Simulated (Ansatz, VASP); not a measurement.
# AgBr: VASP beside Ansatz

File INCAR:

```
  PREC = Accurate
  ENCUT = 520
  EDIFF = 1E-6
  ISMEAR = 0
  SIGMA = 0.01
  LREAL = False
  LASPH = True
  NELM = 60
  ALGO = Fast
  ISIF = 2
  LWAVE = False
  LCHARG = False
  GGA = PE
  NBANDS = 16
```

The input KPOINTS:

```
Automatic mesh
0
Gamma
  5 5 5
```

POSCAR

```
AgBr
1.0
    0.0000000000      2.9079194629      2.9079194629
    2.9079194629      0.0000000000      2.9079194629
    2.9079194629      2.9079194629      0.0000000000
Ag Br
1 1
Direct
    0.0000000000      0.0000000000      0.0000000000
    0.5000000000      0.5000000000      0.5000000000
```

Input for Ansatz:

```yaml
crystal:
  lattice:
    - [0.0, 2.907919462874482, 2.907919462874482]
    - [2.907919462874482, 0.0, 2.907919462874482]
    - [2.907919462874482, 2.907919462874482, 0.0]
  atoms:
    - { symbol: Ag, position: [0.0, 0.0, 0.0] }
    - { symbol: Br, position: [0.5, 0.5, 0.5] }
basis:
  ecutwfc: 500.0
kpoints:
  mp_grid:
    grid: [5, 5, 5]
hamiltonian:
  xc: pbe
scf:
  occupations:
    method: fixed
output:
  stress: true
```

Alike in both runs: task single point; functional PBE; k mesh 5 × 5 × 5; no spin polarisation.

|  | VASP | Ansatz |
| --- | --- | --- |
| version | VASP 6.6.1 | Ansatz 0.2.0 |
| potentials or method | VASP PAW PBE potentials, release 64 (Ag, Br) | plane waves, PAW |
| plane-wave cutoff (eV) | 520 | 500 |
| occupations | gaussian, width 0.01 eV | fixed |
| valence electrons in the cell | 18 | 26 |

Ansatz gave:

| Item | Value |
| --- | --- |
| pressure (GPa) | 0.6 |

**Question.** Which values does VASP return?

**Answer.** Pressure (GPa): 0.5.

The two sets of potentials don't hold the same shells in valence.

Caveats: an odd mesh through Γ misses points on the zone boundary, where band edges often lie. PBE gaps usually lie below the measured ones, often by a third to a half.
